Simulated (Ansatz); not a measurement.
# Transmission past a defect: armchair graphene nanoribbon (N = 5, H edges), vacancy of one C, part 2 of 4

What does the defect do to the conductance?

Ansatz 0.2.0; DFT PBE, plane waves, PAW; relaxation of a wire's period (the session's first sound run).

So far. Step 2 (Relaxing the period): The cell's length comes to 4.312 Å with spin left out.

### Step 3. Bands of the perfect wire

This step: DFT PBE, plane waves, PAW; channels and complex bands of a perfect wire (Ansatz 0.2.0).

At the relaxed period the Bloch states of the perfect wire are found at each energy: those that move forward count the open channels, and those that decay describe how a disturbance dies away inside the wire itself. An energy step of 0.035 eV is under the 0.039 eV that the program asks for its thermal average at 300 K.

The input, input.yaml:

```yaml
crystal:
  lattice:
    - [13.772, 0.0, 0.0]
    - [0.0, 7.0, 0.0]
    - [0.0, 0.0, 4.3124689765]
  atoms:
    - { symbol: C, position: [0.3229957, 0.5, 0.007723681] }
    - { symbol: C, position: [0.500011569, 0.5, 0.999749534] }
    - { symbol: C, position: [0.677027438, 0.5, 0.007723681] }
    - { symbol: C, position: [0.3229957, 0.5, 0.325609652] }
    - { symbol: C, position: [0.500011569, 0.5, 0.333583799] }
    - { symbol: C, position: [0.677027438, 0.5, 0.325609652] }
    - { symbol: H, position: [0.253305367, 0.5, 0.444400142] }
    - { symbol: H, position: [0.746717771, 0.5, 0.444400142] }
    - { symbol: C, position: [0.410350956, 0.5, 0.500138042] }
    - { symbol: C, position: [0.589672182, 0.5, 0.500138042] }
    - { symbol: C, position: [0.410350956, 0.5, 0.833195291] }
    - { symbol: C, position: [0.589672182, 0.5, 0.833195291] }
    - { symbol: H, position: [0.253305367, 0.5, 0.888933192] }
    - { symbol: H, position: [0.746717771, 0.5, 0.888933192] }
kpoints:
  mp_grid: { grid: [1, 1, 19] }
scf:
  occupations: { method: fermi_dirac, width: 0.05 }
hamiltonian:
  xc: pbe
output:
  transmission:
    e_range: [-1.26, 1.26]
    de: 0.035
    kmesh: [1, 1]
    reduced_basis: true
    leads: [[0, 0]]
basis:
  ecutwfc: "350 eV"
```

Started as:

```bash
> ansatz run input.yaml --threads 4 --pin off --max-ram 16384MiB --backend cpu --events-out ev --progress --plain --runs-dir out
```

Numbers of over 12 decimals in the logs are rounded to 6 here.

The log of the run:

```text
Warning: basis.ecutwfc = 350 eV is below the records' recommended 420 eV, and the density's cutoff is lower with it unless basis.ecutrho_ratio is high enough to keep the records' density cutoff: compare with a run at a higher cutoff
[...]
Crystal: 14 atoms, lattice volume = 415.739 Å³
Basis set: ecut = 350 eV, 6211 PW (Γ)
Bands: 36, of which v1, the nominal top of the filled ones, is band 22 counted from 1 (21 counted from 0)
Symmetry: 8 space group operations
[...]
k-points: 10 of 19
[...]
SCF iter   1: F=—  HF=-2572.289699 eV  |F-HF|=—  |Δ(HF+E_count)|=         —  Δρ=2.82e-3  dr2=8.07e-2  ethr=1.77e-3  ⟨swp⟩=7.4  Hψ=1965  notcnv=0  defer=28
[...]
SCF iter   7: F=-2572.276155 eV  HF=-2572.276155 eV  |F-HF|=5.79e-9  |Δ(HF+E_count)|=   2.35e-7  Δρ=3.09e-6  dr2=3.09e-8  ethr=2.27e-10  ⟨swp⟩=23.9  Hψ=2493  notcnv=0
the search or the solves at the SCF's close seem to have found levels that the self-consistency loop had missed (the run counts 1). By its estimate they hold under 1e-12 electrons; where the run keeps them, the occupations were computed again with them
SCF 1 converged in 7 iterations: F = -2572.276155 eV  dr2 = 3.09e-8
[...]
transmission: 8 of 8 steps passed
Second SCF, for the conductance: iteration 1, dr2 5.268e-7 eV
Second SCF, for the conductance: iteration 2, dr2 6.806e-8 eV
Second SCF, for the conductance: iteration 3, dr2 6.258e-9 eV
transmission: 8 of 8 steps passed
SCF converged after 7 iterations
Free energy (F): -2572.276155 eV
[...]
Internal energy: -2572.275258 eV  (E = F + TS)
E sigma→0 (E₀):  -2572.275707 eV
Entropy (-TS):   -0.000897 eV (-0.064 meV/atom)
Fermi energy:    -1.353289 eV
[...]
--- Band table (eV; the first three rows and the last of 10) ---
  k-point 0: bands = [... 18 lower, -4.7311, -4.1581, -3.0311, -1.5583, -1.1481, 0.0541, 1.3160, 1.7437, ... 10 higher]
  k-point 1: bands = [... 18 lower, -4.7674, -4.1508, -3.1457, -1.8162, -0.8980, 0.1860, 1.3371, 1.7075, ... 10 higher]
  k-point 2: bands = [... 18 lower, -4.8731, -4.1308, -3.4409, -2.2130, -0.5250, 0.5319, 1.4005, 1.6056, ... 10 higher]
  k-point 9: bands = [... 18 lower, -6.3754, -5.3148, -4.8321, -3.8064, 0.5712, 2.0464, 2.5314, 3.0159, ... 10 higher]
--- Transmission ---
  basis      : 703 plane waves across, 8 finite elements along
  points     : 1, standing for a mesh of 1 x 1
  filling    : by a second SCF (3 iterations) under fermi_dirac of width 0.025852 eV on a mesh of 1 x 1 x 62, whose Fermi level is -1.353120 eV
  energies   : 73 from -1.260000 to 1.260000 eV about the Fermi level, 0.035000 eV apart; the leads are filled to 0.000000 eV, and channels, transmission and decay are at 0.000000 eV
  crystal 0  : C10H4, at the sites [0, 0], period 4.3125 Å: whole cells are its period
    offset         : up to 0.0000 Å between an atom of the period and one for which it stands
    filled         : 7.7 meV over the level at which it is neutral
    channels       : 0.000000e0 a spin
    conductance    : 6.3137e10 S/m² at 300 K; may be off by some 0.0 % by where its bands' edges are placed, 4.1 % from the distance to neutral
    slowest decay  : 0.0380 /Å at (0.0000, 0.0000)
```

Run time: 12 min. Hardware: 4 threads of Arm Neoverse V1, shared host; peak memory 4.3 GiB; 44 min of CPU time.

This step gave:

```yaml
energy_at_zero_smearing: -2572.2757 eV
channels_at_the_energy_nearest_the_fermi_level_one_spin: 0
conductance_of_the_lead_as_this_run_defines_it: 7.86e-4 G₀
slowest_decay_in_the_lead_at_the_energy_nearest_the_fermi_level: 0.038 Å⁻¹
band_gap: 0.4102 eV
```

The open channels of the lead, one spin by energy, zero at the Fermi level:

energy (eV), open channels of the lead, one spin and a bar:
```
    -1.26       1.00 ##############################
    -1.19       1.00 ##############################
    -1.12       1.00 ##############################
    -1.05       1.00 ##############################
    -0.98       1.00 ##############################
    -0.91       1.00 ##############################
    -0.84       1.00 ##############################
    -0.77       1.00 ##############################
    -0.70       1.00 ##############################
    -0.63       1.00 ##############################
    -0.59       1.00 ##############################
    -0.53       1.00 ##############################
    -0.46       1.00 ##############################
    -0.39       1.00 ##############################
    -0.32       1.00 ##############################
    -0.24       1.00 ##############################
    -0.17       0.00 
    -0.10       0.00 
    -0.04       0.00 
     0.00       0.00 
     0.04       0.00 
     0.10       0.00 
     0.17       0.00 
     0.24       1.00 ##############################
     0.32       1.00 ##############################
     0.39       1.00 ##############################
     0.46       1.00 ##############################
     0.53       1.00 ##############################
     0.59       1.00 ##############################
     0.63       1.00 ##############################
     0.70       1.00 ##############################
     0.77       1.00 ##############################
     0.84       1.00 ##############################
     0.91       1.00 ##############################
     0.98       1.00 ##############################
     1.05       1.00 ##############################
     1.12       1.00 ##############################
     1.19       1.00 ##############################
     1.26       1.00 ##############################
```

The slowest values at each energy, most degenerate partners merged, listed up to 1.5 1/Å. Im kz of the slowest decaying states against energy, zero at the Fermi level:

```
energy (eV)  decay 1 (Å⁻¹)  decay 2 (Å⁻¹)  decay 3 (Å⁻¹)  decay 4 (Å⁻¹)
     -1.190          0.141          0.474          0.479          0.505
     -1.015          0.158          0.483          0.486          0.511
     -0.805          0.172          0.493          0.494          0.513
     -0.595          0.181          0.499          0.502          0.512
     -0.385          0.186          0.504          0.506          0.509
     -0.210        0.00442          0.187          0.499          0.508
      0.000         0.0380          0.186          0.488          0.512
      0.210          0.181          0.473          0.514          0.523
      0.385          0.174          0.457          0.516          0.525
      0.595          0.162          0.435          0.518          0.526
      0.805          0.145          0.409          0.518          0.526
      1.015          0.121          0.377          0.518          0.525
      1.190         0.0919          0.345          0.517          0.523
```

By hand: the program gives 6.3137 × 10^10 S/m² over the cell's cross-section of 96.40 Å² = 9.640 × 10^-19 m², so one cell conducts 6.087 × 10^-8 S. Divided by G0 = 2e²/h = 7.748 × 10^-5 S this is 7.9e-4 G0, a resistance of 16429 kΩ.

At the computed energy nearest the Fermi level there are 0 channels a spin, and the thermal average gives 7.9e-4 G₀; the gap is 0.41 eV.

(Part 2 of 4 ends here.)

[Logs are printed without paths, hosts, clocks, repeated set-up lines and the standing remarks that a program may print on its own settings, such as how far it seeks lower states.]

[Hosts, paths, dates, database ids (printed as entryN), source tags and the programs' standing remarks are cut or masked in the printed files.]
